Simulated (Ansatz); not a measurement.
# InAs (F-43m) in Ansatz: further runs, part 2 of 2

Ansatz 0.2.0.

### 5 Single point, PBE

File input.yaml:

```yaml
crystal:
  lattice:
    - [0.0, 3.018, 3.018]
    - [3.018, 0.0, 3.018]
    - [3.018, 3.018, 0.0]
  atoms:
    - { symbol: In, position: [0.0, 0.0, 0.0] }
    - { symbol: As, position: [0.75, 0.75, 0.75] }
kpoints:
  mp_grid: { grid: [8, 8, 8] }
scf:
  occupations: { method: gaussian, width: 0.017 }
hamiltonian:
  xc: pbe
  pseudopotentials: { kind: all_electron, lapw: { basis_error: 0.001 } }
output:
  forces: true
  stress: true
  eigenvalues: true
```

Potentials or basis: all-electron LAPW, scalar-relativistic.

On the command line:

```bash
$ ansatz run input.yaml --threads 1 --pin off --max-ram 3072MiB --backend cpu --events-out ev --progress --plain --runs-dir out
```

The log of the run:

```text
Warning: RAYON_NUM_THREADS=1 ignored (pool sized by the plan → 1); use --threads N
LAPW: plane waves up to 8.619 Å⁻¹, error target 1.0e-3 eV per atom; small_component_spin mean_spin; As in spheres of 1.266 Å, 23 of its electrons in bands, Dirac shells []; In in spheres of 1.348 Å, 21 of its electrons in bands, Dirac shells [] (how accurate: hamiltonian.pseudopotentials.lapw.basis_error, Limitations)
Engine: ansatz 0.2.0, aarch64-unknown-linux-gnu
Pseudopotentials: kind: all_electron
Pseudopotential: In, LAPW, valence charge 21, lapw/all_electron/scalar/gaussian/In, Koelling and Harmon's equation, gaussian nucleus
Pseudopotential: As, LAPW, valence charge 23, lapw/all_electron/scalar/gaussian/As, Koelling and Harmon's equation, gaussian nucleus
Functional definition: PBE
  parameter kappa = 0.804
  parameter beta = 0.06672455060314922
  exchange = pbe_x(kappa = kappa, mu = beta*pi^2/3)
  correlation = pbe_c(beta = beta)
Crystal: 2 atoms, lattice volume = 54.978 Å³
Basis set: ecut = 283.0201242672384 eV, 609 PW (Γ), exchange–correlation at level 2
Bands: 27, of which v1, the nominal top of the filled ones, is band 22 counted from 1 (21 counted from 0)
Symmetry: 24 space group operations
Space group: F-43m (ITA 216), of the structure as read, at distance tolerance 3.8e-5 Å
k-points: 29 of 512 (time reversal used)
Non-local potential: In, projectors of the file, none
Non-local potential: As, projectors of the file, none
Initial density: superposition of atomic densities (chi_scale 0.1, normalization cell, long waves kept (reshape's long-wave potential 0.00 eV rms))
Initial wavefunctions: plane waves of lowest kinetic energy (no species holds an atomic orbital)
Functional: x = pbe(κ = 0.804, μ = 0.2195149727645171), c = pbe(β = 0.06672455060314922)
iter 1 solved again at ethr=2.01e-3 eV; its pass at ethr=1.00e-1 eV (dr2=8.83e-1 eV) is discarded
SCF iter   1: F=—  HF=-221570.600789 eV  |F-HF|=—  |Δ(HF+E_count)|=         —  Δρ=2.93e-2  dr2=8.85e-1  ethr=2.01e-3  ⟨swp⟩=2.0  Hψ=4983  notcnv=0
preconditioner: auto → none  [insulator: Δε(μ)=0.159 eV  Ē_g=15.129 eV  σ=0.017 eV  W_gap=1.00  n_scr=14 (ndim 8)  ℏωp=21.2 eV  f_vac=0.128  D(μ)=0.00/eV (n_scr^D=0)  ε∞_Penn≈3.0]
iter 2 solved again at ethr=9.80e-5 eV; its pass at ethr=2.01e-3 eV (dr2=4.31e-2 eV) is discarded
SCF iter   2: F=—  HF=-221570.344776 eV  |F-HF|=—  |Δ(HF+E_count)|=   2.56e-1  Δρ=9.20e-3  dr2=4.31e-2  ethr=9.80e-5  ⟨swp⟩=2.0  Hψ=4088  notcnv=0
SCF iter   3: F=—  HF=-221570.329176 eV  |F-HF|=—  |Δ(HF+E_count)|=         —  Δρ=4.66e-3  dr2=1.27e-2  ethr=9.80e-5  ⟨swp⟩=2.0  Hψ=2331  notcnv=0
the basis was enlarged: its passes take 153.8 KiB over the memory plan, 1 of 1 planned eigensolver slots
SCF iter   4: F=—  HF=-221570.329315 eV  |F-HF|=—  |Δ(HF+E_count)|=   1.39e-4  Δρ=1.72e-3  dr2=1.87e-3  ethr=2.88e-5  ⟨swp⟩=2.0  Hψ=2325  notcnv=0
SCF iter   5: F=—  HF=-221570.329248 eV  |F-HF|=—  |Δ(HF+E_count)|=   6.67e-5  Δρ=3.15e-4  dr2=7.14e-5  ethr=4.26e-6  ⟨swp⟩=2.0  Hψ=2269  notcnv=0
SCF iter   6: F=—  HF=-221570.329284 eV  |F-HF|=—  |Δ(HF+E_count)|=   3.60e-5  Δρ=5.81e-5  dr2=1.63e-6  ethr=1.62e-7  ⟨swp⟩=3.0  Hψ=2256  notcnv=0
SCF iter   7: F=-221570.329288 eV  HF=-221570.329288 eV  |F-HF|=1.30e-7  |Δ(HF+E_count)|=   3.62e-6  Δρ=9.75e-6  dr2=5.72e-8  ethr=3.69e-9  ⟨swp⟩=3.0  Hψ=2301  notcnv=0
SCF 1 converged in 7 iterations: F = -221570.329288 eV  dr2 = 5.72e-8
SCF converged after 7 iterations
Free energy (F): -221570.329288 eV
Harris-Foulkes:  -221570.329288 eV  (|F-HF|=1.30e-7)
Internal energy: -221570.329237 eV  (E = F + TS)
E sigma→0 (E₀):  -221570.329262 eV
Entropy (-TS):   -0.000051 eV (-0.026 meV/atom)
Fermi energy:    9.749462 eV
--- Per-component energies (eV) ---
  E_band       = -1912.397756
  E_kinetic    = 230887.849302
  E_xc         = -6636.097038
  E_electrostatic = -445822.081500  (all electrons and nuclei)
  E_smearing   = -0.000051  (= −TS)
  E_closure    = 0.000000  (closes the sum)
  E_atoms      = -221562.685075  (free atoms, spherical and without spin; not in F)
  Σ components = -221570.329288   (vs F -221570.329288, Δ=0.00e0)
  Basis errors (estimates in eV, not in F): energy 4.4e-4 per atom: plane waves 4.0e-4 (2.4e-4 summed), levels above the bands 0.0e0, relativity 5.6e-8, radial functions 4.1e-5, core shells 4.0e-7; eigenvalues (radial functions only) 1.2e-6; not estimated: angular momenta, meshes, grids; target (lapw.basis_error) 1.0e-3; muffin-tin radii As 1.266 Å, In 1.348 Å
--- Forces (eV/Å), atoms counted from 1 ---
  atom   1  In     0.00000000    -0.00000000     0.00000000
  atom   2  As    -0.00000000     0.00000000     0.00000000
  max |Σ_I F_I| component: 3.24e-17 eV/Å
--- Stress (GPa, compression-positive) ---
        4.303532       0.000000      -0.000000
        0.000000       4.303532       0.000000
       -0.000000       0.000000       4.303532
  P = ⅓ Tr σ = 4.3035 GPa (43.035 kbar)
--- Band table (eV; the first three rows and the last of 29) ---
  k-point 0: bands = ["-174.8222", "-118.1940", "-118.1940", "-118.1940", "-105.4607", "-63.9469", "-63.9469", "-63.9469", "-25.2398", "-25.2398", "-25.2398", "-25.2319", "-25.2319", "-4.6576", "-4.6576", "-4.6576", "-4.5297", "-4.5297", "-2.1538", "9.5751", "9.7443", "9.7443", "9.7443", "13.6654", "13.6654", "13.6654", "17.2850"]
  k-point 1: bands = ["-174.8222", "-118.1940", "-118.1940", "-118.1940", "-105.4607", "-63.9469", "-63.9469", "-63.9469", "-25.2398", "-25.2397", "-25.2397", "-25.2319", "-25.2319", "-4.6782", "-4.6516", "-4.6516", "-4.5299", "-4.5299", "-1.9907", "7.8653", "9.5510", "9.5510", "10.8649", "13.8207", "13.9473", "13.9473", "18.1182"]
  k-point 2: bands = ["-174.8222", "-118.1940", "-118.1940", "-118.1940", "-105.4607", "-63.9469", "-63.9469", "-63.9469", "-25.2398", "-25.2396", "-25.2396", "-25.2318", "-25.2318", "-4.7247", "-4.6387", "-4.6387", "-4.5286", "-4.5286", "-1.5444", "6.0418", "9.1701", "9.1701", "11.0080", "14.3824", "14.3824", "14.9268", "18.1288"]
  k-point 28: bands = ["-174.8222", "-118.1940", "-118.1940", "-118.1940", "-105.4607", "-63.9470", "-63.9469", "-63.9469", "-25.2397", "-25.2397", "-25.2392", "-25.2318", "-25.2315", "-4.8204", "-4.6061", "-4.5819", "-4.5455", "-4.5216", "-0.0710", "4.0358", "6.7754", "6.8574", "13.9835", "14.0427", "14.7670", "15.8394", "19.6164"]
```

Wall time 16 s (1 thread of Arm Neoverse V1, shared host); peak memory 0.3 GiB.

What came out:

```
Free energy            : -221570.3293 eV
Pressure               : 4.3 GPa
Band gap on the k mesh : none (metal or under the smearing width)
```

Levels at points of the mesh, in eV from the Fermi level:
```tsv
k point	band 18	band 19	band 20	band 21	band 22	band 23	band 24	band 25	band 26	band 27
(0.00, 0.00, 0.00)	-14.28	-11.90	-0.17	-0.01	-0.01	-0.01	3.92	3.92	3.92	7.54
(0.00, 0.00, -0.50)	-14.27	-10.42	-5.79	-1.00	-1.00	0.97	4.69	4.69	6.86	9.07
(0.00, -0.50, -0.50)	-14.26	-9.87	-5.86	-2.34	-2.34	1.54	2.06	9.21	9.31	9.31
```

Caveat: this crystal is a semiconductor, whose small gap the functional closes, so the metal is an error of the method.

### 6 Overview

```csv
task,cell,cutoff (eV),smearing,gap on the mesh (eV),pressure (GPa)
single point,as given,283,gaussian 0.024 eV,none,4.3
single point,as given,283,gaussian 0.1 eV,none,4.3
relaxation of cell and atoms,relaxed,-,fermi-dirac 0.05 eV,-,0.0
single point,as given,283,gaussian 0.017 eV,none,4.3
```

Alike in all rows: level PBE; potentials or basis all-electron LAPW, scalar-relativistic; no spin polarisation; k mesh 8 × 8 × 8; basis error allowed 0.001 eV/atom.

Every run on the cell as given and a fine mesh finds a metal.

Caveats: this crystal is a semiconductor, whose small gap the functional closes, so the metal is an error of the method (some runs).

Compare energies only between runs with the same functional and basis.

### 7 Comparison with measurements

Step 2. Measured gap of InAs: 0.418 eV (direct; 4.2 K; a printed reference work, data compilation). This calculation gives 0.00 eV (-0.42 eV). Spin-orbit coupling on As, In is left out. The value is that of PBE on a finite k mesh, which can miss the band edges, without temperature or zero-point motion. Semilocal functionals fall short of measured gaps as a rule.

Step 3. Measured gap of InAs: 0.418 eV (direct; 4.2 K; a printed reference work, data compilation). This calculation gives 0.00 eV (-0.42 eV). Spin-orbit coupling on As, In is left out. The value is that of PBE on a finite k mesh, which can miss the band edges, without temperature or zero-point motion. Semilocal functionals fall short of measured gaps as a rule.

Step 5. Against the measured gap of InAs, 0.418 eV (direct; 4.2 K; a printed reference work, data compilation), the calculated 0.00 eV is off by -0.42 eV. Spin-orbit coupling on As, In is left out. The value is that of PBE on a finite k mesh, which can miss the band edges, without temperature or zero-point motion. Semilocal functionals fall short of measured gaps as a rule.
